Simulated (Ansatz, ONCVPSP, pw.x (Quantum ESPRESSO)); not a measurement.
# Ir (Z = 77): does the ONCV potential hold in the solid?

```json
{"Element": "Ir (Z = 77)", "Generator": "ONCVPSP 4.0.1.1 (patched build)", "Type": "optimised norm-conserving Vanderbilt (ONCV)", "Functional": "PBE", "Relativity": "scalar-relativistic", "Frozen core": "[Kr] 4d10 4f14", "Valence charge": "17", "Reference configuration": "5s2 5p6 5d7 6s2", "Partial waves": "5s+6s: rc 1.40 bohr, ncon 3, nbas 7, qcut 9.3 1/bohr, 2 projectors; 5p: rc 1.65 bohr, ncon 4, nbas 8, qcut 10.4 1/bohr, 2 projectors, debl 1.8 Ha; 5d: rc 1.40 bohr, ncon 3, nbas 8, qcut 11.8 1/bohr, local", "Local potential": "the d channel", "Core correction": "polynomial model core, fcfact 0.5"}
```

In the p channel the program set the typed energies aside and used -2.010, 0.250 Ha.

Atomic tests: cutoffs needed: 31 Ha and 41 Ha (the cutoffs (Ha) at which the residual kinetic energy of the hardest occupied pseudo-wave falls to 1 and 0.1 mHa per electron); ghost test: no bound ghost flagged; no localised positive-energy state flagged; largest excitation error: -224 meV (all-electron minus pseudo) for 5s1 5p6 5d7 6s2, out of 4 test configurations.

Crystal test: bcc Ir in pw.x 7.5, no spin, 15³ k-points, Fermi–Dirac smearing 0.01 Ry, cutoffs 95/380 Ry. The lattice is a test structure that the element need not adopt, and mesh and smearing are coarse.

pw.x input:

```
&control
  calculation='scf', prefix='x', pseudo_dir='./', outdir='./tmp', tstress=.true., disk_io='none'
/
&system
  ibrav=0, nat=1, ntyp=1, ecutwfc=95, ecutrho=380, nbnd=17,
  occupations='smearing', smearing='fd', degauss=0.01
/
&electrons
  conv_thr=1e-09, mixing_beta=0.4, electron_maxstep=70
/
ATOMIC_SPECIES
Ir 1.0 Ir.UPF
CELL_PARAMETERS angstrom
  -1.55908641 1.55908641 1.55908641
  1.55908641 -1.55908641 1.55908641
  1.55908641 1.55908641 -1.55908641
ATOMIC_POSITIONS crystal
Ir 0.0000 0.0000 0.0000
K_POINTS automatic
15 15 15 0 0 0
```

```bash
pw.x < Ir.scf.in > Ir.scf.out
```

Problem. How does the run end?

Solution. It converges; the pressure is -3.25 GPa against -1.43 GPa from all-electron LAPW.  The log shows:

```
     number of electrons       =        17.00
     number of Kohn-Sham states=           17
     kinetic-energy cutoff     =      95.0000  Ry
     charge density cutoff     =     380.0000  Ry
     scf convergence threshold =      1.0E-09
     Exchange-correlation= PBE
     number of k points=   120  Fermi-Dirac smearing, width (Ry)=  0.0100
     iteration #  1     ecut=    95.00 Ry     beta= 0.40
     total energy              =    -259.42157916 Ry
     estimated scf accuracy    <       0.00920261 Ry
     iteration #  2     ecut=    95.00 Ry     beta= 0.40
     total energy              =    -259.42274419 Ry
     estimated scf accuracy    <       0.00064891 Ry
     iteration #  3     ecut=    95.00 Ry     beta= 0.40
     total energy              =    -259.42283475 Ry
     estimated scf accuracy    <       0.00012267 Ry
     iteration #  4     ecut=    95.00 Ry     beta= 0.40
     total energy              =    -259.42283987 Ry
     estimated scf accuracy    <       0.00000112 Ry
     iteration #  5     ecut=    95.00 Ry     beta= 0.40
     total energy              =    -259.42284021 Ry
     estimated scf accuracy    <       0.00000021 Ry
     iteration #  6     ecut=    95.00 Ry     beta= 0.40
     total energy              =    -259.42284023 Ry
     estimated scf accuracy    <          1.0E-09 Ry
     iteration #  7     ecut=    95.00 Ry     beta= 0.40
     the Fermi energy is    23.6132 ev
!    total energy              =    -259.42284023 Ry
     estimated scf accuracy    <          1.1E-10 Ry
     smearing contrib. (-TS)   =      -0.00966439 Ry
     The total energy is F=E-TS. E is the sum of the following terms:
     one-electron contribution =     -37.34269339 Ry
     hartree contribution      =      30.59442313 Ry
     xc contribution           =     -74.17703442 Ry
     ewald contribution        =    -178.48787115 Ry
     convergence has been achieved in   7 iterations
          total   stress  (Ry/bohr**3)                   (kbar)     P=      -32.49
     Message from routine punch:
     Nothing written, as per user request (disk_io='none')
```
